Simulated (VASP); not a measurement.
# SiC (Moissanite) (P6_3mc) in VASP: further runs, part 3 of 3

VASP 6.6.1. Earlier steps stand in the parts before.

### 6 Dielectric tensor, PBE

INCAR

```
SYSTEM = SiC
PREC = Accurate
ENCUT = 400
EDIFF = 1E-8
ISMEAR = 0
SIGMA = 0.01
LREAL = .False.
LASPH = .True.
NELM = 100
ALGO = Normal
ISIF = 2
LWAVE = .False.
LCHARG = .False.
GGA = PE
LEPSILON = .True.
```

KPOINTS

```
Automatic mesh
0
Gamma
  12 12 6
  0 0 0
```

POSCAR

```
SiC
1.0
    3.0760000000      0.0000000000      0.0000000000
   -1.5380000000      2.6638941420      0.0000000000
    0.0000000000      0.0000000000      5.0480000000
Si C
2 2
Direct
    0.6666666667      0.3333333333      0.5000000000
    0.3333333333      0.6666666667      0.0000000000
    0.6666666667      0.3333333333      0.8850000000
    0.3333333333      0.6666666667      0.3850000000
```

Potentials or basis: VASP PAW PBE potentials, release 64 (Si, C).

Started as:

```bash
$ cat potpaw_PBE.64/Si/POTCAR potpaw_PBE.64/C/POTCAR > POTCAR
$ mpirun -np 1 vasp_std > vasp.out
```

OUTCAR:

```text
SYSTEM = SiC
   PREC = Accurate
   ENCUT = 400
   EDIFF = 1E-8
   ISMEAR = 0
   LREAL = .False.
   LASPH = .True.
   NELM = 100
   ISIF = 2
   GGA = PE
   LEPSILON = .True.

 Found     76 irreducible k-points:

 Following reciprocal coordinates:
            Coordinates               Weight
  0.000000  0.000000  0.000000      1.000000
  0.083333 -0.000000  0.000000      6.000000
  0.166667 -0.000000  0.000000      6.000000
  0.250000 -0.000000  0.000000      6.000000
  0.333333  0.000000  0.000000      6.000000
  0.416667 -0.000000  0.000000      6.000000
   k-points           NKPTS =     76   k-points in BZ     NKDIM =     76   number of bands    NBANDS=     12
   number of dos      NEDOS =    301   number of ions     NIONS =      4
   total plane-waves  NPLWV =  14400
   dimension x,y,z NGX =    20 NGY =   20 NGZ =   36
   dimension x,y,z NGXF=    40 NGYF=   40 NGZF=   72
   ions per type =               2   2
   NGX,Y,Z   is equivalent  to a cutoff of  10.81, 10.81, 11.86 a.u.
   NGXF,Y,Z  is equivalent  to a cutoff of  21.62, 21.62, 23.71 a.u.
 SYSTEM =  SiC
   PREC   = accura    normal or accurate (medium, high low for compatibility)
   ISTART =      0    job   : 0-new  1-cont  2-samecut
   ICHARG =      2    charge: 1-file 2-atom 10-const
   ISPIN  =      1    spin polarized calculation?
   LNONCOLLINEAR =      F non collinear calculations
   LSORBIT =      F    spin-orbit coupling
   LASPH  =      T    aspherical Exc in radial PAW
   ENCUT  =  400.0 eV  29.40 Ry    5.42 a.u.   5.02  5.02  8.23*2*pi/ulx,y,z
   NELM   =    100;   NELMIN=  2; NELMDL= -5     # of ELM steps
   EDIFF  = 0.1E-07   stopping-criterion for ELM
   LREAL  =      F    real-space projection
   EDIFFG = 0.1E-06   stopping-criterion for IOM
   NSW    =      0    number of steps for IOM
   IBRION =     -1    ionic relax: 0-MD 1-quasi-New 2-CG
   NFREE  =      0    steps in history (QN), initial steepest desc. (CG)
   ISIF   =      2    stress and relaxation
   ISYM   =      2    0-nonsym 1-usesym 2-fastsym
   POTIM  = 0.5000    time-step for ionic-motion
   TEBEG  =    0.0;   TEEND  =   0.0 temperature during run
   PSTRESS=    0.0 pullay stress
   NELECT =      16.0000    total number of electrons
   NUPDOWN=      -1.0000    fix difference up-down
   EMIN   =  10.00;   EMAX   =-10.00  energy-range for DOS
   EFERMI =   0.00;   METHOD = LEGACY
   ISMEAR =     0;   SIGMA  =   0.01  broadening in eV -4-tet -1-fermi 0-gaus
   EFERMI_NEDOS =   21; number of points for ismear=-14 and -15
   IALGO  =     38    algorithm
   IMIX   =      4    mixing-type and parameters
     AMIX     =   0.40;   BMIX     =  1.00
     AMIX_MAG =   1.60;   BMIX_MAG =  1.00
  volume/ion in A,a.u.               =      10.34        69.78
  Fermi-wavevector in a.u.,A,eV,Ry     =   1.192817  2.254098 19.358549  1.422813
  Thomas-Fermi vector in A             =   2.328847
   LORBIT       =      0    0 simple, 1 ext, 2 COOP (PROOUT), +10 PAW based schemes
   GGA     = PE    functional components
   LHFCALC =     F    Hartree Fock is set to
   AEXX    =    0.0000 exact exchange contribution
   IVDW    =     0    specifies the selected vdW correction
   LEPSILON=     T    determine dielectric tensor
   LRPA    =     F    only Hartree local field effects (RPA)
 non-spin polarized calculation
 Gauss-broadening in eV      SIGMA  =   0.01
  energy-cutoff  :      400.00
[... 112 lines left out ...]
  Total        1.0538116      1.0538116     -0.1833332      0.0000000      0.0000000      0.0000000
  in kB       40.8179243     40.8179243     -7.1011576      0.0000000      0.0000000      0.0000000
  external PRESSURE =      24.8448970 kB  Pullay stress =       0.0000000 kB

 VOLUME and BASIS-vectors are now :
 -----------------------------------------------------------------------------
  energy-cutoff  :      400.00
  volume of cell :       41.36
      direct lattice vectors                 reciprocal lattice vectors
     3.076000000  0.000000000  0.000000000     0.325097529  0.187695146  0.000000000
    -1.538000000  2.663894142  0.000000000     0.000000000  0.375390292  0.000000000
     0.000000000  0.000000000  5.048000000     0.000000000  0.000000000  0.198098257

 POSITION                                       TOTAL-FORCE (eV/Angst)
 -----------------------------------------------------------------------------------
      1.53800      0.88796      2.52400         0.000000      0.000000      0.751996
     -0.00000      1.77593      0.00000        -0.000000      0.000000      0.751996
      1.53800      0.88796      4.46748        -0.000000      0.000000     -0.751996
     -0.00000      1.77593      1.94348         0.000000     -0.000000     -0.751996
 -----------------------------------------------------------------------------------
    total drift:                               -0.000000     -0.000000     -0.000232

  FREE ENERGIE OF THE ION-ELECTRON SYSTEM (eV)
  ---------------------------------------------------
  free  energy   TOTEN  =       -30.0768388813 eV

  energy  without entropy=      -30.0768388813  energy(sigma->0) =      -30.07683888

 HEAD OF MICROSCOPIC STATIC DIELECTRIC TENSOR (INDEPENDENT PARTICLE, excluding Hartree and local field effects)
 ------------------------------------------------------
           7.111766     0.000000     0.000000
           0.000000     7.111766     0.000000
           0.000000     0.000000     7.667097
 ------------------------------------------------------

 Free energy of the ion-electron system (eV)
  ---------------------------------------------------
  ---------------------------------------------------
  free energy    TOTEN  =        -0.72249751 eV

  energy without entropy =       -0.72249751

------------------------ aborting loop because EDIFF is reached ----------------------------------------

--------------------------------------- Ionic step        2  -------------------------------------------

------------------------ aborting loop because EDIFF is reached ----------------------------------------

--------------------------------------- Ionic step        3  -------------------------------------------

 Free energy of the ion-electron system (eV)
  ---------------------------------------------------
  ---------------------------------------------------
  free energy    TOTEN  =        -0.79218772 eV

  energy without entropy =       -0.79218772

------------------------ aborting loop because EDIFF is reached ----------------------------------------

 PIEZOELECTRIC TENSOR FIELD DIRECTION 3  (e Angst)
 -----------------------------------------------------------------------------
     1.27044  0.00000  0.00000           (  0.05788  0.00000  0.00000)
     0.00000  1.27044  0.00000           (  0.00000  0.05788  0.00000)
     0.00000  0.00000 -1.98713           (  0.00000  0.00000 -0.12146)

 PIEZOELECTRIC TENSOR FIELD DIRECTION 3  (C/m^2)
 -----------------------------------------------------------------------------
     0.49209  0.00000  0.00000
     0.00000  0.49209  0.00000
     0.00000  0.00000 -0.76969

 MACROSCOPIC STATIC DIELECTRIC TENSOR (including local field effects in DFT)
 ------------------------------------------------------
           6.869293     0.000000     0.000000
           0.000000     6.869293    -0.000000
           0.000000     0.000000     7.445773
 ------------------------------------------------------

 PIEZOELECTRIC TENSOR (including local field effects)  for field in x, y, z        (e  Angst)
          XX          YY          ZZ          XY          YZ          ZX
  --------------------------------------------------------------------------------
  x     0.00000    -0.00000     0.00000     0.00000     0.00000     1.44261
  y    -0.00000     0.00000     0.00000     0.00000     1.44261     0.00000
  z     1.27044     1.27044    -1.98713     0.00000     0.00000     0.00000

 PIEZOELECTRIC TENSOR (including local field effects)  for field in x, y, z        (C/m^2)
          XX          YY          ZZ          XY          YZ          ZX
  --------------------------------------------------------------------------------
  x     0.00000    -0.00000     0.00000     0.00000     0.00000     0.55878
  y    -0.00000     0.00000     0.00000     0.00000     0.55878     0.00000
  z     0.49209     0.49209    -0.76969     0.00000     0.00000     0.00000

 BORN EFFECTIVE CHARGES (including local field effects) (in |e|, cummulative output)
 ---------------------------------------------------------------------------------
 ion    1
    1     2.66152     0.00000     0.00000
    2    -0.00000     2.66152    -0.00000
    3    -0.00000     0.00000     2.90972
 ion    2
    1     2.66152     0.00000     0.00000
    2     0.00000     2.66152     0.00000
    3     0.00000    -0.00000     2.90972
 ion    3
    1    -2.66152     0.00000    -0.00000
    2    -0.00000    -2.66152     0.00000
    3     0.00000    -0.00000    -2.90972
 ion    4
    1    -2.66152    -0.00000    -0.00000
    2    -0.00000    -2.66152     0.00000
    3     0.00000     0.00000    -2.90972
```

OSZICAR:

```text
N       E                     dE             d eps       ncg     rms          rms(c)
DAV:   1     0.273846636404E+02    0.27385E+02   -0.63089E+03  1832   0.959E+02
DAV:   2    -0.312559240139E+02   -0.58641E+02   -0.53512E+02  2740   0.172E+02
DAV:   3    -0.337606776417E+02   -0.25048E+01   -0.24920E+01  2400   0.355E+01
[... 12 lines left out ...]
RMM:   6    -0.791914143032E+00   -0.50403E-03   -0.14748E-05  3289   0.254E-02    0.711E-03
RMM:   7    -0.792106312640E+00   -0.19217E-03   -0.38754E-06  3254   0.885E-03    0.181E-03
RMM:   8    -0.792187997127E+00   -0.81684E-04   -0.33051E-06  3289   0.415E-03    0.327E-04
RMM:   9    -0.792185343440E+00    0.26537E-05   -0.31001E-06  3353   0.129E-03    0.173E-04
RMM:  10    -0.792188140755E+00   -0.27973E-05   -0.30963E-06  3166   0.890E-04    0.227E-05
RMM:  11    -0.792187723841E+00    0.41691E-06   -0.33161E-06  2128   0.653E-04    0.933E-06
```

stdout:

```text
POSCAR found type information on POSCAR SiC
 POSCAR found :  2 types and       4 ions
 scaLAPACK will be used
 LDA part: xc-table for (Slater+PW92), standard interpolation
 POSCAR, INCAR and KPOINTS ok, starting setup
 FFT: planning ... GRIDC
 FFT: planning ... GRID_SOFT
 FFT: planning ... GRID
 WAVECAR not read
 entering main loop
 Linear response reoptimize wavefunctions to high precision
 Linear response G [H, r] |phi>, progress :
  Direction:   1
 Linear response G [H, r] |phi>, progress :
  Direction:   2
 Linear response G [H, r] |phi>, progress :
  Direction:   3
 Linear response to external field (no local field effect), progress :
  Direction:   1
 dielectric tensor                  component  1 :     5.905    -2.133    -0.883
 Linear response to external field (no local field effect), progress :
  Direction:   2
 dielectric tensor                  component  2 :    -2.133     8.318    -0.578
 Linear response to external field (no local field effect), progress :
  Direction:   3
 dielectric tensor                  component  3 :    -0.882    -0.577     7.667
 Linear response to external field, progress :
  Direction:   1
 dielectric tensor                  component  1 :     6.869    -0.362     0.000
 Linear response to external field, progress :
  Direction:   2
 dielectric tensor                  component  2 :    -0.834     6.869    -0.000
 Linear response to external field, progress :
  Direction:   3
 dielectric tensor                  component  3 :    -0.880    -0.577     7.446
 Born effective charges drift removed
```

It took 4.2 min on 1 thread of Intel Xeon Platinum 8259CL at 2.50GHz (Skylake/Cascade Lake), shared host; peak memory 0.3 GiB.

The run converged, but some of its settings lie outside the range that counts as converged, so its numbers aren't taken as properties of the crystal.

Results:

```yaml
Band_gap_on_the_k_mesh: 2.32 eV, indirect (least direct gap 4.08 eV)
Electronic_dielectric_tensor_diagonal: 6.87, 6.87, 7.45
Born_charges_mean_of_the_diagonal: Si +2.74; C -2.74 e
```

Caveat: the cutoff is under 1.25 times the usual one of these potentials, so pressure, stress and relaxed cells hold a basis-set (Pulay) error.

### 7 The reference run

An earlier run on the cell as given: functional PBEsol; potentials or basis VASP PAW PBE potentials, release 64 (Si, C); cutoff 520 eV; k mesh 10 × 10 × 5; occupations fermi-dirac, width 0.05 eV; no spin polarisation.

- Pressure: 0.6 GPa
- Largest force: 0.751 eV/Å
- Band gap on the k mesh: 2.32 eV, indirect (least direct gap 3.96 eV)
